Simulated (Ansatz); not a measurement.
Crystal: InPd.

```xyz
2
Lattice="3.2719 0.0000 0.0000 0.0000 3.2719 0.0000 0.0000 0.0000 3.2719" Properties=species:S:1:pos:R:3 pbc="T T T"
In    0.0000    0.0000    0.0000
Pd    1.6359    1.6359    1.6359
```

The cell comes from a database or a generator and needn't be the stable form of this composition.

- Program: Ansatz 0.2.0
- Task: relaxation of cell and atoms
- Functional: PBE
- Potentials or basis: Ansatz PAW
- Cutoff: 420 eV (not typed: the program's choice for these potentials)
- k mesh: 8 × 8 × 8
- Occupations: fermi-dirac, width 0.05 eV
- Spin: no spin polarisation

At the start: volume 17.51 Å³/atom.

Question: Where does the relaxation end?

Answer: It ends after 4 steps and the volume is 18.04 Å³/atom (+3.0 %); space group Pm-3m (No. 221, to 0.05 Å).

Step by step:
```tsv
step	energy change (eV)	largest force (eV/Å)	volume (Å³)
1	0.0000	0.0000	35.03
2	-0.0108	0.0000	36.17
3	-0.0110	0.0000	36.07
4	-0.0114	0.0000	36.07
```

Final structure:
```
CELL_PARAMETERS angstrom
3.30408 0.00000 0.00000
0.00000 3.30408 0.00000
0.00000 0.00000 3.30408
ATOMIC_POSITIONS crystal
In 0.00000 0.00000 0.00000
Pd 0.50000 0.50000 0.50000
```

Caveat: the plane-wave basis is chosen anew once the cell has moved, so the energies of steps on either side of that aren't comparable.
